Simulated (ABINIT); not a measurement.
# PbO2 (Fm-3m) in ABINIT: settings compared

Aim: see how the results for PbO2 move with the level of theory and the settings. Levels: PBEsol, LDA. Tasks: single point, relaxation of cell and atoms.

Everything below comes from runs of ABINIT 10.8.3 (patched build). Logs are shortened: lines on timing, memory, paths and dates and some standing lists are left out, and cuts for length are marked. The log counts tension as positive stress, the text compression.

## Step 1: Starting point

It takes space group Fm-3m (No. 225, cubic). The conventional cell has a = 5.404 Å, b = 5.404 Å, c = 5.404 Å, α = 90.00°, β = 90.00°, γ = 90.00°. Pb (site symmetry m-3m) has 8 O at 2.34 Å as nearest neighbours. O (site symmetry -43m) has 4 Pb at 2.34 Å as nearest neighbours.

The cell comes from a database or a generator and needn't be the stable form of this composition.

## Step 2: Single point, PBEsol

Contents of run.abi:

```
# Pseudopotentials
pp_dirpath "./"
pseudos "Pb.upf, O.upf"

# Structure
acell 3*1.0 Angstrom
rprim
     0.0000000000     2.7019920000     2.7019920000
     2.7019920000     0.0000000000     2.7019920000
     2.7019920000     2.7019920000     0.0000000000
ntypat 2
znucl 82 8
natom 3
typat 1 2 2
xcart
     0.0000000000     0.0000000000     0.0000000000
     7.6590373064     7.6590373064     7.6590373064
     2.5530124355     2.5530124355     2.5530124355

# Plane-wave basis
ecut 36.0

# k points
kptopt 1
ngkpt 7 7 7
nshiftk 1
shiftk 0.0 0.0 0.0

# Exchange and correlation
ixc -116133

# Bands and occupations
nband 17
occopt 3
tsmear 0.05 eV

# SCF cycle
nstep 100
tolvrs 1.0e-10

# Output
iomode 3
prtwf 0
prtden 0
prteig 0
prtebands 0
```

Potentials or basis: PseudoDojo NC SR PBEsol v0.4.1 standard.

On the command line:

```bash
> mpirun --bind-to none -np 4 abinit run.abi > log 2>&1
```

run.abo:

```text
.Version 10.8.3 of ABINIT
 Symmetries : space group Fm -3 m (#225); Bravais cF (face-center cubic)
================================================================================
 Values of the parameters that define the memory need of the present run
     intxc =       0    ionmov =       0      iscf =       7    lmnmax =       6
     lnmax =       6     mgfft =      40  mpssoang =       3    mqgrid =    3001
     natom =       3  nloc_mem =       1    nspden =       1   nspinor =       1
    nsppol =       1      nsym =      48    n1xccc =    2501    ntypat =       2
    occopt =       3   xclevel =       2
       mpw =        2762          nfft =       64000          nkpt =          20
================================================================================
================================================================================

--------------------------------------------------------------------------------
------------- Echo of variables that govern the present computation ------------
--------------------------------------------------------------------------------
 -outvars: echo values of preprocessed input variables --------
            acell      1.8897261259E+00  1.8897261259E+00  1.8897261259E+00 Bohr
              amu      2.07200000E+02  1.59994000E+01
             ecut      3.60000000E+01 Hartree
              ixc     -116133
         kptrlatt        7    0    0      0    7    0      0    0    7
          kptrlen      5.05470674E+01
            natom           3
            nband          17
            ngfft          40      40      40
             nkpt          20
            nstep         100
             nsym          48
           ntypat           2
           occopt           3
           prtden           0
        prtebands           0
           prteig           0
            prtwf           0
            rprim      0.0000000000E+00  2.7019920000E+00  2.7019920000E+00
                       2.7019920000E+00  0.0000000000E+00  2.7019920000E+00
                       2.7019920000E+00  2.7019920000E+00  0.0000000000E+00
          spgroup         225
           tolvrs      1.00000000E-10
           tsmear      1.83746611E-03 Hartree
            typat      1  2  2
           xangst      0.0000000000E+00  0.0000000000E+00  0.0000000000E+00
                       4.0529880000E+00  4.0529880000E+00  4.0529880000E+00
                       1.3509960000E+00  1.3509960000E+00  1.3509960000E+00
            xcart      0.0000000000E+00  0.0000000000E+00  0.0000000000E+00
                       7.6590373116E+00  7.6590373116E+00  7.6590373116E+00
                       2.5530124372E+00  2.5530124372E+00  2.5530124372E+00
             xred      0.0000000000E+00  0.0000000000E+00  0.0000000000E+00
                       7.5000000000E-01  7.5000000000E-01  7.5000000000E-01
                       2.5000000000E-01  2.5000000000E-01  2.5000000000E-01
            znucl       82.00000    8.00000

================================================================================

 chkinp: Checking input parameters for consistency.

================================================================================
== DATASET  1 ==================================================================

--- !DatasetInfo
iteration_state: {dtset: 1, }
dimensions: {natom: 3, nkpt: 20, mband: 17, nsppol: 1, nspinor: 1, nspden: 1, mpw: 2762, }
cutoff_energies: {ecut:  36.0, pawecutdg:  -1.0, }
electrons: {nelect:   2.60000000E+01, charge:   0.00000000E+00, occopt:   3.00000000E+00, tsmear:   1.83746611E-03, }
meta: {optdriver: 0, ionmov: 0, optcell: 0, iscf: 7, paral_kgb: 0, }
...

 Real(R)+Recip(G) space primitive vectors, cartesian coordinates (Bohr,Bohr^-1):
 R(1)=  0.0000000  5.1060249  5.1060249  G(1)= -0.0979235  0.0979235  0.0979235
 R(2)=  5.1060249  0.0000000  5.1060249  G(2)=  0.0979235 -0.0979235  0.0979235
 R(3)=  5.1060249  5.1060249  0.0000000  G(3)=  0.0979235  0.0979235 -0.0979235
 Unit cell volume ucvol=  2.6624335E+02 bohr^3
 Angles (23,13,12)=  6.00000000E+01  6.00000000E+01  6.00000000E+01 degrees

 getcut: wavevector=  0.0000  0.0000  0.0000  ngfft=  40  40  40
         ecut(hartree)=     36.000   => boxcut(ratio)=   2.05091

--- Pseudopotential description ------------------------------------------------
- pspini: atom type   1  psp file is ./Pb.upf
12 -116133 2 -1 1678                          pspcod,pspxc,lmax,lloc,mmax
     nproj     2     2     2

- pspini: atom type   2  psp file is ./O.upf
12 -116133 2 -1 936                           pspcod,pspxc,lmax,lloc,mmax
     nproj     2     2     1

   1.47640871E+03                                ecore*ucvol(ha*bohr**3)
--------------------------------------------------------------------------------

================================================================================

--- !BeginCycle
iteration_state: {dtset: 1, }
solver: {iscf: 7, nstep: 100, nline: 4, wfoptalg: 0, }
tolerances: {tolvrs: 1.00E-10, }
...

     iter   Etot(hartree)      deltaE(h)  residm     vres2
 ETOT  1  -102.87479840457    -1.029E+02 1.766E-01 6.551E+02
 ETOT  2  -102.98161197771    -1.068E-01 8.469E-03 6.184E+02
 ETOT  3  -103.15553507173    -1.739E-01 7.791E-03 1.023E+01
 ETOT  4  -103.15808888317    -2.554E-03 4.354E-03 1.922E-01
 ETOT  5  -103.15812616929    -3.729E-05 2.316E-03 1.595E-02
 ETOT  6  -103.15812760939    -1.440E-06 1.127E-03 9.895E-04
 ETOT  7  -103.15812786206    -2.527E-07 2.352E-04 1.480E-05
 ETOT  8  -103.15812786437    -2.305E-09 2.833E-04 5.093E-07
 ETOT  9  -103.15812786444    -7.073E-11 1.092E-04 9.562E-09
 ETOT 10  -103.15812786444    -1.222E-12 1.945E-04 6.594E-12

 At SCF step   10       vres2   =  6.59E-12 < tolvrs=  1.00E-10 =>converged.

 Cartesian components of stress tensor (hartree/bohr^3)
  sigma(1 1)=  1.96779517E-04  sigma(3 2)=  0.00000000E+00
  sigma(2 2)=  1.96779517E-04  sigma(3 1)=  0.00000000E+00
  sigma(3 3)=  1.96779517E-04  sigma(2 1)=  0.00000000E+00

--- !ResultsGS
iteration_state: {dtset: 1, }
comment   : Summary of ground state results
lattice_vectors:
- [  0.0000000,   5.1060249,   5.1060249, ]
- [  5.1060249,   0.0000000,   5.1060249, ]
- [  5.1060249,   5.1060249,   0.0000000, ]
lattice_lengths: [   7.22101,    7.22101,    7.22101, ]
lattice_angles: [ 60.000,  60.000,  60.000, ] # degrees, (23, 13, 12)
lattice_volume:   2.6624335E+02
convergence: {deltae: -1.222E-12, res2:  6.594E-12, residm:  1.945E-04, diffor: null, }
etotal    :  -1.03158128E+02
entropy   :   0.00000000E+00
fermie    :   1.49969096E-01
cartesian_stress_tensor: # hartree/bohr^3
- [  1.96779517E-04,   0.00000000E+00,   0.00000000E+00, ]
- [  0.00000000E+00,   1.96779517E-04,   0.00000000E+00, ]
- [  0.00000000E+00,   0.00000000E+00,   1.96779517E-04, ]
pressure_GPa:  -5.7895E+00
xred      :
- [  0.0000E+00,   0.0000E+00,   0.0000E+00, Pb]
- [  7.5000E-01,   7.5000E-01,   7.5000E-01,  O]
- [  2.5000E-01,   2.5000E-01,   2.5000E-01,  O]
cartesian_forces: # hartree/bohr
- [ -3.60001995E-26,  -3.60001995E-26,   3.60001995E-26, ]
- [ -9.00004986E-26,   1.80000997E-26,   1.98001097E-25, ]
- [  1.26000698E-25,   1.80000997E-26,  -2.34001296E-25, ]
force_length_stats: {min:   6.23541745E-26, max:   2.66377150E-25, mean:   1.82323645E-25, }
...

 Integrated electronic density in atomic spheres:
 ------------------------------------------------
 Atom  Sphere_radius  Integrated_density
    1        2.00000          9.92169939
    2        2.00000          6.02701192
    3        2.00000          6.02701192
================================================================================

 ----iterations are completed or convergence reached----

 Mean square residual over all n,k,spin=   86.760E-08; max=  19.455E-05
 reduced coordinates (array xred) for    3 atoms
       0.000000000000      0.000000000000      0.000000000000
       0.750000000000      0.750000000000      0.750000000000
       0.250000000000      0.250000000000      0.250000000000
 rms dE/dt=  6.8778E-25; max dE/dt=  1.1029E-24; dE/dt below (all hartree)
    1       0.000000000000      0.000000000000      0.000000000000
    2      -0.000000000000     -0.000000000000      0.000000000000
    3       0.000000000000      0.000000000000     -0.000000000000

 cartesian coordinates (angstrom) at end:
    1      0.00000000000000     0.00000000000000     0.00000000000000
    2      4.05298800000000     4.05298800000000     4.05298800000000
    3      1.35099600000000     1.35099600000000     1.35099600000000

 cartesian forces (hartree/bohr) at end:
    1     -0.00000000000000    -0.00000000000000     0.00000000000000
    2     -0.00000000000000     0.00000000000000     0.00000000000000
    3      0.00000000000000     0.00000000000000    -0.00000000000000
 frms,max,avg= 1.1665398E-25 2.3400130E-25   0.000E+00  0.000E+00  0.000E+00 h/b

 cartesian forces (eV/Angstrom) at end:
    1     -0.00000000000000    -0.00000000000000     0.00000000000000
    2     -0.00000000000000     0.00000000000000     0.00000000000000
    3      0.00000000000000     0.00000000000000    -0.00000000000000
 frms,max,avg= 5.9985888E-24 1.2032830E-23   0.000E+00  0.000E+00  0.000E+00 e/A
 length scales=  1.889726125908  1.889726125908  1.889726125908 bohr
              =  1.000000000000  1.000000000000  1.000000000000 angstroms
 Fermi (or HOMO) energy (hartree) =   0.14997   Average Vxc (hartree)=  -0.43008
 Eigenvalues (hartree) for nkpt=  20  k points:
 kpt#   1, nband= 17, wtk=  0.00292, kpt=  0.0000  0.0000  0.0000 (reduced coord)
  -0.52813   -0.42555   -0.42555   -0.42555   -0.42164   -0.41669   -0.41669    0.04664
   0.07631    0.07631    0.07631    0.10498    0.10498    0.10498    0.40116    0.40116
   0.40116
      occupation numbers for kpt#   1
   2.00000    2.00000    2.00000    2.00000    2.00000    2.00000    2.00000    2.00000
   2.00000    2.00000    2.00000    2.00000    2.00000    2.00000    0.00000    0.00000
   0.00000
 prteigrs : prtvol=0 or 1, do not print more k-points.

--- !EnergyTerms
iteration_state     : {dtset: 1, }
comment             : Components of total free energy in Hartree
kinetic             :  5.68709316871925E+01
hartree             :  1.85476593463190E+01
xc                  : -2.80393115832467E+01
Ewald energy        : -7.71957799014888E+01
psp_core            :  5.54533548957657E+00
local_psp           : -5.91014718583031E+01
non_local_psp       : -1.97852602248030E+01
internal            : -1.03157897044754E+02
'-kT*entropy'       : -2.30819686015205E-04
total_energy        : -1.03158127864440E+02
total_energy_eV     : -2.80707566173156E+03
band_energy         : -5.51217254771227E+00
...

 Cartesian components of stress tensor (hartree/bohr^3)
  sigma(1 1)=  1.96779517E-04  sigma(3 2)=  0.00000000E+00
  sigma(2 2)=  1.96779517E-04  sigma(3 1)=  0.00000000E+00
  sigma(3 3)=  1.96779517E-04  sigma(2 1)=  0.00000000E+00

-Cartesian components of stress tensor (GPa)         [Pressure= -5.7895E+00 GPa]
- sigma(1 1)=  5.78945326E+00  sigma(3 2)=  0.00000000E+00
- sigma(2 2)=  5.78945326E+00  sigma(3 1)=  0.00000000E+00
- sigma(3 3)=  5.78945326E+00  sigma(2 1)=  0.00000000E+00

== END DATASET(S) ==============================================================
================================================================================

 -outvars: echo values of variables after computation  --------
            acell      1.8897261259E+00  1.8897261259E+00  1.8897261259E+00 Bohr
           etotal     -1.0315812786E+02
            fcart     -3.6000199455E-26 -3.6000199455E-26  3.6000199455E-26
                      -9.0000498638E-26  1.8000099728E-26  1.9800109700E-25
                       1.2600069809E-25  1.8000099728E-26 -2.3400129646E-25
            rprim      0.0000000000E+00  2.7019920000E+00  2.7019920000E+00
                       2.7019920000E+00  0.0000000000E+00  2.7019920000E+00
                       2.7019920000E+00  2.7019920000E+00  0.0000000000E+00
           strten      1.9677951681E-04  1.9677951681E-04  1.9677951681E-04
                       0.0000000000E+00  0.0000000000E+00  0.0000000000E+00
           xangst      0.0000000000E+00  0.0000000000E+00  0.0000000000E+00
                       4.0529880000E+00  4.0529880000E+00  4.0529880000E+00
                       1.3509960000E+00  1.3509960000E+00  1.3509960000E+00
             xred      0.0000000000E+00  0.0000000000E+00  0.0000000000E+00
                       7.5000000000E-01  7.5000000000E-01  7.5000000000E-01
                       2.5000000000E-01  2.5000000000E-01  2.5000000000E-01
 Calculation completed.
```

Wall time 8.5 s (4 MPI ranks of Arm Neoverse V2, shared host); peak memory 0.28 GiB.

What came out:

```yaml
Free_energy: -2807.0757 eV
Pressure: -5.8 GPa
Band_gap_on_the_k_mesh: none (metal or under the smearing width)
Valence_electrons_inside_the_program's_atomic_spheres: Pb 9.92; O 6.03
```

Levels at points of the mesh, in eV from the Fermi level:
| k point | band 10 | band 11 | band 12 | band 13 | band 14 | band 15 | band 16 | band 17 |
| --- | --- | --- | --- | --- | --- | --- | --- | --- |
| (0.00, 0.00, 0.00) | -2.00 | -2.00 | -1.22 | -1.22 | -1.22 | 6.84 | 6.84 | 6.84 |

Caveat: the cutoff is short for stress, so the pressure is rough. The run has no spin-orbit coupling, so splittings on Pb are missing.

## Step 3: Relaxation of cell and atoms, LDA

Contents of run.abi:

```
# Pseudopotentials
pp_dirpath "./"
pseudos "Pb.upf, O.upf"

# Structure
acell 3*1.0
rprim
     0.0000000000     5.1060248709     5.1060248709
     5.1060248709     0.0000000000     5.1060248709
     5.1060248709     5.1060248709     0.0000000000
ntypat 2
znucl 82 8
natom 3
typat 1 2 2
chkprim 0
chksymtnons 0
tolsym 1.0e-6
xred
            0.0            0.0            0.0
            3/4            3/4            3/4
            1/4            1/4            1/4

# Plane-wave basis
ecut 42.0
ecutsm 0.5

# k points
kptopt 1
ngkpt 7 7 7
nshiftk 1
shiftk 0.0 0.0 0.0

# Exchange and correlation
ixc 7

# Bands and occupations
nband 17
occopt 3
tsmear 0.00183747

# SCF cycle
nstep 80
tolvrs 1.0e-12

# Output
iomode 3
prteig 0
prtebands 0
prtwf 0
prtden 0

# Relaxation
ionmov 2
optcell 2
ntime 50
tolmxf 2.0e-5
dilatmx 1.08
```

Potentials or basis: PseudoDojo NC SR LDA v0.4.1 standard.

On the command line:

```bash
> abinit run.abi > log 2>&1
```

Wall time 4.2 min (1 thread of Arm Neoverse V1, shared host); peak memory 0.1 GiB.

Results (log left out):

```yaml
Free_energy: -2808.2319 eV
Relaxed_volume: 12.27 Å³/atom
Relaxed_cell: a = 3.734 Å, b = 3.734 Å, c = 3.734 Å, α = 60.00°, β = 60.00°, γ = 60.00°
Space_group_after_relaxing_to_0.05_Å: Fm-3m (No. 225)
Energy_gained_by_relaxing: 28.3 meV/atom
Ionic_steps: 5
Pressure_after_relaxing: 0.0 GPa
Band_gap_on_the_k_mesh: none (metal or under the smearing width)
```

Step by step:
```csv
step,energy change (eV),largest force (eV/Å),pressure (GPa),volume (Å³)
1,0.0000,0.0000,-9.58,39.45
2,-0.0559,0.0000,-5.96,38.31
3,-0.0841,0.0000,1.02,36.60
4,-0.0848,0.0000,-0.08,36.84
5,-0.0848,0.0000,0.00,36.82
```

Final structure:
```
Pb O
1.0
     0.00000    2.64054    2.64054
     2.64054    0.00000    2.64054
     2.64054    2.64054    0.00000
Pb O
1 2
Cartesian
  0.0000 0.0000 0.0000
  3.9608 3.9608 3.9608
  1.3203 1.3203 1.3203
```

The run has no spin-orbit coupling, so splittings on Pb are missing.
